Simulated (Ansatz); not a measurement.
Chalcopyrite CuInS2, treated with LDA in Ansatz (plane waves, PAW).

Run with plane-wave cutoff 500 eV, 10×10×10 k mesh, Fermi–Dirac smearing 0.05 eV, no spin polarisation, scalar-relativistic PAW data made under PBE.

Computed at the level's own relaxed cell.

Task: Give the computed equilibrium volume per atom, lattice constant a and lattice parameter c.

Result: 
- equilibrium volume per atom: 20.11 Å³/atom
- lattice constant a: 5.427 Å
- lattice parameter c: 10.924 Å

Measured, for comparison: lattice constant a 5.523 Å, lattice parameter c 11.133 Å (298 K, no zero-point or thermal correction; as tabulated in Abstract on Scilit: Piezoelectric nonlinear optic CuGaS2 and CuInS2 crystal …). Computed (rounded) less measured: lattice constant a -1.7 %, lattice parameter c -1.9 %. A static lattice is as a rule a little smaller and stiffer than an uncorrected measurement, which narrows the difference in the lattice constant a, lattice parameter c and would widen misses of the other sign.

Spin–orbit coupling is not included.

Static lattice: no zero-point or thermal effects.

It cost roughly 7 core-minutes of CPU time.

Ansatz is a program for electronic structure.
